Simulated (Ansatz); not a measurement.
# CdS: response to strain

CdS is deformed so: equal xy, yz and zx engineering shear strains of -2 %. What stress and forces result, by LAPW, PAW and all-electron datasets made for the crystal?

Program: Ansatz 0.2.0. Level of theory: DFT PBE, scalar-relativistic. These are calculated values, not measurements.

## Step 1: The system as given

The structure is hexagonal, space group P6_3mc (No. 186). The conventional cell has a = 4.135 Å, b = 4.135 Å, c = 6.749 Å, α = 90.00°, β = 90.00°, γ = 120.00°. Cd (site symmetry 3m) has 4 S at 2.51 to 2.60 Å as nearest neighbours. S (site symmetry 3m) has 4 Cd at 2.51 to 2.60 Å as nearest neighbours.

Coordinates:

```xyz
4
Lattice="4.1348 0.0000 0.0000 -2.0674 3.5808 0.0000 0.0000 0.0000 6.7490" Properties=species:S:1:pos:R:3 pbc="T T T"
Cd    0.0000    2.3872    0.0000
Cd    2.0674    1.1936    3.3745
S     0.0000    2.3872    2.5984
S     2.0674    1.1936    5.9729
```

Atoms are numbered in the order of the input: Cd1, Cd2, S3, S4.

## Step 2: The deformed structure

Space group P6_3mc before, P1 after.

## Step 3: LAPW, all electrons

input.yaml

```yaml
crystal:
  lattice:
    - [4.1347992034, -0.041347992, -0.041347992]
    - [-2.1032080132, 3.6015151457, -0.0151344155]
    - [-0.06749, -0.06749, 6.749]
  atoms:
    - { symbol: Cd, position: [0.3333333333, 0.6666666667, 0.0] }
    - { symbol: Cd, position: [0.6666666667, 0.3333333333, 0.5] }
    - { symbol: S, position: [0.3333333333, 0.6666666667, 0.385] }
    - { symbol: S, position: [0.6666666667, 0.3333333333, 0.885] }
kpoints:
  mp_grid: { grid: [7, 7, 4] }
  band_path:
    path:
      - [0.0, 0.0, 0.0]
      - [0.0, 0.0, 0.5]
      - [-0.5, 0.5, 0.0]
      - [0.0, 0.0, 0.0]
      - [0.0, -0.5, 0.0]
      - [-0.5, 0.0, 0.5]
      - [0.0, 0.0, 0.0]
      - [-0.5, 0.0, 0.0]
      - [0.0, -0.5, 0.5]
    npoints: 5
scf:
  occupations: { method: fermi_dirac, width: 0.01 }
hamiltonian:
  xc: pbe
  pseudopotentials: { kind: all_electron, lapw: { basis_error: 0.001 } }
output:
  forces: true
  stress: true
  eigenvalues: true
```

Run with:

```bash
$ ansatz run input.yaml --threads 1 --pin off --max-ram 4096MiB --backend cpu --events-out ev --progress --plain --runs-dir out
```

## Step 4: PAW with frozen cores

input.yaml

```yaml
crystal:
  lattice:
    - [4.1347992034, -0.041347992, -0.041347992]
    - [-2.1032080132, 3.6015151457, -0.0151344155]
    - [-0.06749, -0.06749, 6.749]
  atoms:
    - { symbol: Cd, position: [0.3333333333, 0.6666666667, 0.0] }
    - { symbol: Cd, position: [0.6666666667, 0.3333333333, 0.5] }
    - { symbol: S, position: [0.3333333333, 0.6666666667, 0.385] }
    - { symbol: S, position: [0.6666666667, 0.3333333333, 0.885] }
kpoints:
  mp_grid: { grid: [7, 7, 4] }
scf:
  occupations: { method: fermi_dirac, width: 0.01 }
hamiltonian:
  xc: pbe
  pseudopotentials: { kind: paw }
output:
  forces: true
  stress: true
  eigenvalues: true
  efg: { contact_densities: true }
```

## Step 5: All-electron PAW on datasets made for the crystal

Changes to input.yaml since step 4:

```diff
@@ -16,3 +16,3 @@
   xc: pbe
-  pseudopotentials: { kind: paw }
+  pseudopotentials: { kind: all_electron, datasets: crystal }
 output:
```

(Steps that only read results are left out.)

Before running it: what results should come out? Wanted: pressure; largest shear or deviatoric stress.

As calculated:

```
                                 quantity                                           value
                                 pressure  LAPW 2.61, PAW 2.57, crystal datasets 2.60 GPa
largest shear or deviatoric stress (LAPW)                                        1.52 GPa
```

What this shows: The largest part of the stress beyond the pressure is 1.52 GPa in size, in the zz component; the atoms are carried along and not relaxed. No run of the undeformed cell stands beside it, so the pressure holds what the given cell had before the change. PAW: stress within 0.04 GPa of LAPW, forces within 1 meV/Å. Crystal datasets: stress within 0.01 GPa of LAPW, forces within 1 meV/Å.
